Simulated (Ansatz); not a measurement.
# Al12O: the cost of one run

Program: Ansatz 0.2.0. Level of theory: DFT PBE, scalar-relativistic, plane waves, PAW. These are calculated values, not measurements.

3 further runs of the same task are left out: 1 that didn't finish, 2 set aside as unsound or not needed.

## 1. The structure to begin with

Symmetry: Fm-3m, No. 225, cubic system. Conventional cell: a = 4.048 Å, b = 4.048 Å, c = 4.048 Å, α = 90.00°, β = 90.00°, γ = 90.00°. Around Al (site symmetry m-3m) lie 12 Al at 2.86 Å.

As a file:

```
CELL_PARAMETERS angstrom
0.00000 2.02398 2.02398
2.02398 0.00000 2.02398
2.02398 2.02398 0.00000
ATOMIC_POSITIONS crystal
Al 0.00000 0.00000 0.00000
```

Source of the structure: the Crystallography Open Database.

## 8. Setting up the map

Atoms count from 1 in the order of the input.

O is moved over the surface cell; relaxed at each place: the height of the adsorbate's atoms; substrate rigid; the origin of the map has the adsorbate above Al9.

- position of O13 along the first surface vector, from above Al9: 6 values from 0.000 to 0.833, periodic
- position of O13 along the second surface vector, from above Al9: 6 values from 0.000 to 0.833, periodic

Relaxed at each point: the height of the adsorbate's atoms; substrate rigid. Points are written as (first, second).

The two vectors of the plane (Å): (2.857, 0.000, 0.000); (-1.428, 2.474, 0.000).

(The set-up runs are not shown.)

## 9. The run at (0/6, 0/6) of the map's two axes

input.yaml reads:

```yaml
crystal:
  lattice:
    - [5.7135165838, 0.0, 0.0]
    - [-2.8567582919, 4.9480505065, 0.0]
    - [0.0, 0.0, 20.1013781936]
  atoms:
    - { symbol: Al, position: [0.3333333333, 0.1666666667, 0.1989913309] }
    - { symbol: Al, position: [0.3333333333, 0.6666666667, 0.1989913309] }
    - { symbol: Al, position: [0.8333333333, 0.1666666667, 0.1989913309] }
    - { symbol: Al, position: [0.8333333333, 0.6666666667, 0.1989913309] }
    - { symbol: Al, position: [0.1666666667, 0.3333333333, 0.3134471578] }
    - { symbol: Al, position: [0.1666666667, 0.8333333333, 0.3134471578] }
    - { symbol: Al, position: [0.6666666667, 0.3333333333, 0.3134471578] }
    - { symbol: Al, position: [0.6666666667, 0.8333333333, 0.3134471578] }
    - { symbol: Al, position: [0.0, 0.0, 0.4278999236] }
    - { symbol: Al, position: [0.0, 0.5, 0.4278999236] }
    - { symbol: Al, position: [0.5, 0.0, 0.4278999236] }
    - { symbol: Al, position: [0.5, 0.5, 0.4278999236] }
    - { symbol: O, position: [0.0, 0.0, 0.5214258491] }
basis:
  ecutwfc: 420
kpoints:
  mp_grid: { grid: [6, 6, 1] }
hamiltonian:
  xc: pbe
  pseudopotentials: { kind: paw, azcp: { folder: soft_1 } }
scf:
  occupations: { method: gaussian, width: 0.1 }
output:
  forces: true
  eigenvalues: true
relax:
  adjacent_minimum: "off"
  f_tol: 0.025
  max_steps: 16
  constraints:
    - { sites: [0, 1, 2, 3, 4, 5, 6, 7, 8, 9, 10, 11] }
    - { sites: [12], fix: xy }
efield:
  axis: 3
  dipole_correction: true
  ramp_width: 0.04
```

The run is started by

```bash
$ ansatz run input.yaml --threads 4 --pin off --max-ram 12288MiB --backend cpu --events-out ev --progress --plain --runs-dir out
```

**Question.** How long does this run take on 4 threads of Arm Neoverse N1, shared host, and how much memory does it need?

About 33 s, with a peak of 0.82 GiB.
